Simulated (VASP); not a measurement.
Here is a VASP 6.6.1 calculation.

Contents of INCAR:

```
SYSTEM = CdO
PREC = Accurate
ENCUT = 520
EDIFF = 1E-7
ISMEAR = 0
SIGMA = 0.02
LREAL = .FALSE.
LASPH = .TRUE.
NELM = 100
ALGO = Normal
ISIF = 2
LWAVE = .FALSE.
LCHARG = .FALSE.
GGA = PE
AMIX = 0.2
```

File KPOINTS:

```
Automatic mesh
0
G
  12 12 12
  0 0 0
```

POSCAR

```
CdO                                     
1.0
    0.0000000000      2.4151299526      2.4151299526
    2.4151299526     -0.0000000000      2.4151299526
    2.4151299526      2.4151299526     -0.0000000000
  Cd              O             
     1     1
Direct
     1.0000000000000000    0.0000000000000000    0.0000000000000000
     0.5000000000000000    0.5000000000000000    0.5000000000000000
```

Potentials or basis: VASP PAW PBE potentials, release 64 (Cd, O).

The run is started by

```bash
$ cat potpaw_PBE.64/Cd/POTCAR potpaw_PBE.64/O/POTCAR > POTCAR
$ mpirun -np 1 vasp_std > vasp.out
```

(1) Estimate the pressure.

(2) Predict the band gap on the k mesh.

Results:

(1) -3.5 GPa.

(2) none (metal or under the smearing width).
